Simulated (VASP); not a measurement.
## BeTe: relaxation of cell and atoms with PBE

BeTe:

```
Be Te
1.0
     0.00000    2.77000    2.77000
     2.77000    0.00000    2.77000
     2.77000    2.77000    0.00000
Be Te
1 1
Cartesian
  0.0000 0.0000 0.0000
  1.3850 1.3850 1.3850
```

```yaml
Program: VASP 6.6.1
Task: relaxation of cell and atoms
Functional: PBE
Potentials_or_basis: VASP PAW PBE potentials, release 64 (Be, Te)
Cutoff: 600 eV
k_mesh: 8 × 8 × 8
Occupations: fermi-dirac, width 0.02 eV
Spin: no spin polarisation
Dipole_correction: no
Further_INCAR_settings: ALGO = Normal; EDIFF = 1e-07; IBRION = 2; EDIFFG = -0.005; NSW = 80; ISIF = 3
```

```
Relaxed volume                         : 22.76 Å³/atom
Relaxed cell                           : a = 4.008 Å, b = 4.008 Å, c = 4.008 Å, α = 60.00°, β = 60.00°, γ = 60.00°
Space group after relaxing (to 0.05 Å) : F-43m (No. 216)
Energy gained by relaxing              : 19.8 meV/atom
Ionic steps                            : 3
Pressure after relaxing                : 0.0 GPa
Band gap on the k mesh                 : 2.02 eV, indirect (least direct gap 3.63 eV)
```

Step by step:
| step | energy change (eV) | largest force (eV/Å) | pressure (GPa) | volume (Å³) |
| --- | --- | --- | --- | --- |
| 1 | 0.0000 | 0.0000 | 4.45 | 42.51 |
| 2 | -0.0377 | 0.0000 | -0.85 | 46.25 |
| 3 | -0.0396 | 0.0000 | 0.01 | 45.52 |

Final structure:
```cif
data_structure
_symmetry_space_group_name_H-M 'P 1'
_symmetry_Int_Tables_number 1
_cell_length_a 4.0078
_cell_length_b 4.0078
_cell_length_c 4.0078
_cell_angle_alpha 60.000
_cell_angle_beta 60.000
_cell_angle_gamma 60.000
_cell_volume 45.52
loop_
_atom_site_label
_atom_site_type_symbol
_atom_site_fract_x
_atom_site_fract_y
_atom_site_fract_z
_atom_site_occupancy
Be1 Be 0.00000 0.00000 0.00000 1
Te1 Te 0.25000 0.25000 0.25000 1
```

Levels at points of the mesh, in eV from the valence-band top:
| k point | band 1 | band 2 | band 3 | band 4 | band 5 | band 6 | band 7 | band 8 |
| --- | --- | --- | --- | --- | --- | --- | --- | --- |
| (0.00, 0.00, 0.00) | -12.17 | 0.00 | 0.00 | 0.00 | 3.63 | 3.63 | 3.63 | 3.68 |
| (0.50, 0.00, 0.00) | -10.88 | -5.42 | -1.10 | -1.10 | 3.03 | 4.60 | 4.60 | 7.82 |
| (0.50, 0.50, 0.00) | -10.40 | -5.01 | -2.57 | -2.57 | 2.02 | 2.69 | 9.58 | 9.58 |

Run time: 46 s on 1 thread of Intel(R) Xeon(R) Platinum 8488C (Sapphire Rapids), with other jobs on the host, peak memory 0.19 GiB.

Caveat: spin-orbit coupling is left out, which moves the levels of the heavy elements. Zero-point motion and thermal expansion aren't in these numbers.
